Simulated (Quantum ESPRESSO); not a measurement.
Wanted: the native input for a Quantum ESPRESSO 7.5 run.

```
Task                : single point
Functional          : PBE
Potentials or basis : SSSP 1.3 efficiency PBE
Cutoff              : 816 eV
Density cutoff      : 6531 eV
k mesh              : 7 × 7 × 7
Occupations         : fermi-dirac, width 0.05 eV
Spin                : no spin polarisation
Mixing beta         : 0.5
Most SCF iterations : 120
SCF threshold       : 4e-10 Ry
```

Crystal: KI.

```
I K
1.0
     0.00000    3.53277    3.53277
     3.53277    0.00000    3.53277
     3.53277    3.53277    0.00000
I K
1 1
Cartesian
  3.5328 3.5328 3.5328
  0.0000 0.0000 0.0000
```

One way to write it, as run:

pw.in

```
&CONTROL
  calculation = 'scf'
  prefix = 'pwscf'
  outdir = './tmp'
  pseudo_dir = './pseudo'
  tprnfor = .true.
  tstress = .true.
  disk_io = 'nowf'
/
&SYSTEM
  ibrav = 0
  nat = 2
  ntyp = 2
  ecutwfc = 60
  ecutrho = 480
  nbnd = 14
  occupations = 'smearing'
  smearing = 'fd'
  degauss = 0.00367493
/
&ELECTRONS
  conv_thr = 4d-10
  electron_maxstep = 120
  mixing_beta = 0.5
/
ATOMIC_SPECIES
I    126.9045 I.pbe-n-kjpaw_psl.0.2.UPF
K     39.0983 K.pbe-spn-kjpaw_psl.1.0.0.UPF
CELL_PARAMETERS angstrom
   0.0000000000    3.5327750000    3.5327750000
   3.5327750000    0.0000000000    3.5327750000
   3.5327750000    3.5327750000    0.0000000000
ATOMIC_POSITIONS crystal
I      0.5000000000    0.5000000000    0.5000000000
K      0.0000000000    0.0000000000    0.0000000000
K_POINTS automatic
7 7 7 0 0 0
```

Potentials or basis: SSSP 1.3 efficiency PBE.

Run with:

```console
$ OMP_NUM_THREADS=1 pw.x -in pw.in > pw.out
```

It gave:

```yaml
Pressure: 0.6 GPa
Band_gap_on_the_k_mesh: 3.96 eV, direct
```

Caveat: spin-orbit coupling is left out, which moves the levels of the heavy elements; an odd mesh through Γ misses points on the zone boundary, where band edges often lie.

Wall time 44 s on 1 thread of Arm Neoverse V1 (shared host), peak memory 0.42 GiB.
